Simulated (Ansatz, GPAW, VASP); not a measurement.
**One calculation of W, 3 ways**

```
CELL_PARAMETERS angstrom
-1.58234 1.58234 1.58234
1.58234 -1.58234 1.58234
1.58234 1.58234 -1.58234
ATOMIC_POSITIONS crystal
W 0.00000 0.00000 0.00000
```

Alike in all runs: task single point; functional PBE; k mesh 12 × 12 × 12; occupations gaussian, width 0.011 eV; no spin polarisation; no spin-orbit coupling. Pressure is positive in compression and, in plane waves, holds the error of the finite cutoff.

```tsv
program and potentials	plane-wave cutoff (eV)	notes	band gap (eV)	pressure (GPa)
VASP, PBE PAW files W_sv, 520 eV	520	-	no gap	6.71
Ansatz, all-electron LAPW, scalar-relativistic	-	-	?	?
GPAW, GPAW PAW data sets (gpaw-data 1.2.1)	600	-	no gap	5.88
```

Question: Estimate from the other rows what the run with Ansatz, all-electron LAPW, scalar-relativistic gave.

Answer: No band gap; pressure 6.11 GPa. The other rows, which needn't bracket it: pressure 5.88 to 6.71.
